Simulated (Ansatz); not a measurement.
Crystal: NiO.

```
Ni O
1.0
     0.00000    2.08590    2.08590
     2.08590    0.00000    2.08590
     2.08590    2.08590    0.00000
Ni O
1 1
Direct
  0.00000 0.00000 0.00000
  0.50000 0.50000 0.50000
```

Base run:

* Program: Ansatz 0.2.0
* Functional: PBE
* Potentials or basis: Ansatz PAW earlier set
* Cutoff: 1080 eV
* Density cutoff: 4320 eV
* k mesh: 11 × 11 × 11
* Occupations: fermi-dirac, width 0.05 eV
* Spin: collinear spin, ferromagnetic start
* Starting moments: [1.0, 0.0] μB

Its results: band gap on the k mesh none (metal or under the smearing width); pressure 6.0 GPa; net moment 1.75 μB per cell; site moments Ni +1.42; O +0.28 μB.

After a change of settings the same cell gave: band gap on the k mesh none (metal or under the smearing width); pressure 5.6 GPa; net moment 1.73 μB per cell; site moments Ni +1.40; O +0.28 μB. Which change was it?
A. functional from PBE to m-r2SCAN; potentials or basis from Ansatz PAW earlier set to Ansatz PAW; cutoff from 1080 eV to 500 eV (not typed: the program's choice for these potentials)
B. potentials or basis from Ansatz PAW earlier set to Ansatz PAW; cutoff from 1080 eV to 420 eV (not typed: the program's choice for these potentials); k mesh from 11 × 11 × 11 to 6 × 6 × 6
C. functional from PBE to PBEsol; potentials or basis from Ansatz PAW earlier set to Ansatz PAW; cutoff from 1080 eV to 420 eV (not typed: the program's choice for these potentials)

B.

Caveats: some runs use coarse meshes; a cell with one magnetic atom can't hold antiferromagnetic order, which such compounds often take; semilocal functionals often make such compounds metallic where correlation or magnetic order opens a gap, which also shifts bond lengths.
